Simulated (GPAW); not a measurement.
Records of electronic-structure calculations.

```json
{"subject": "Quasiparticle gap of LiCl (honeycomb monolayer) in GPAW", "lattice_ang": [[3.889, 0.0, 0.0], [-1.9445, 3.368, 0.0], [0.0, 0.0, 11.4]], "atoms": [["Li", 0.3333, 0.6667, 0.4995], ["Cl", 0.6667, 0.3333, 0.5005]], "method": "DFT, LDA, plane waves, PAW (and 1 further level or step)", "program": "GPAW 26.7.0", "settings": "cutoff 600 eV, GPAW PAW setups 1.2.1 data release, 9×9×1 k-mesh, nbands 252", "cost": "4 runs, 5.5 min in all on 4 MPI ranks of Arm Neoverse V1, shared host", "notes": "The structure was relaxed with LDA.", "results": {"lda_gap": "5.94 eV, indirect", "g0w0_gap_on_the_mesh": "9.77 eV", "gw_settings": "9×9×1 mesh, 112 bands, screening to 48 eV, full frequency, Hilbert transform", "known_limits": "short of the basis limit"}}
```

[Long decimals in the printed logs are rounded to 6 places.]

[Logs are printed without paths, hosts, clocks, repeated set-up lines and the standing remarks that a program may print on its own settings, such as how far it seeks lower states.]

[Paths, hosts, dates, memory and timing lines, banners, echoed tables and standing remarks are left out of the program output; an Ansatz launch command may be rebuilt from the run's recorded settings. Measured values are a selection of at most five: reports struck by readers or far from the other reports are left out. None is set beside runs whose start may be inverted or whose files or cutoffs have a known fault.]

[Runs of the session that timed out or met a known fault of the program may be left out.]

[Hosts, paths, dates, database ids (printed as entryN), source tags and the programs' standing remarks are cut or masked in the printed files.]

[Where the starting crystal was built by hand or by swapping elements, it need not be the compound's stable phase.]
